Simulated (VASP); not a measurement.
Here is a VASP 6.6.1 calculation.

File INCAR:

```
SYSTEM = CdF2
  PREC = Accurate
  ENCUT = 600
  EDIFF = 1E-6
  ISMEAR = 0
  SIGMA = 0.02
  LREAL = .False.
  LASPH = .True.
  NELM = 100
  ALGO = Normal
  ISIF = 3
  LWAVE = .False.
  LCHARG = .False.
  GGA = PE
  IBRION = 2
  NSW = 70
  EDIFFG = -0.005
```

The input KPOINTS:

```
regular mesh
0
Gamma
  8 8 8
  0 0 0
```

Contents of POSCAR:

```
CdF2
1.0
    0.0000000000      2.7222408727      2.7222408727
    2.7222408727      0.0000000000      2.7222408727
    2.7222408727      2.7222408727      0.0000000000
Cd F
1 2
Direct
    0.0000000000      0.0000000000      0.0000000000
    0.2500000000      0.2500000000      0.2500000000
    0.7500000000      0.7500000000      0.7500000000
```

Potentials or basis: VASP PAW PBE potentials, release 64 (Cd, F).

Launch:

```sh
$ cat potpaw_PBE.64/Cd/POTCAR potpaw_PBE.64/F/POTCAR > POTCAR
$ mpirun -np 1 vasp_std > vasp.out
```

(1) What does it give for the relaxed cell?

(2) Estimate the band gap on the k mesh.

(3) What does it give for the space group after relaxing (to 0.05 Å)?

Results:

(1) a = 3.881 Å, b = 3.881 Å, c = 3.881 Å, α = 60.00°, β = 60.00°, γ = 60.00°.

(2) 2.87 eV, indirect (least direct gap 3.43 eV).

(3) Fm-3m (No. 225).
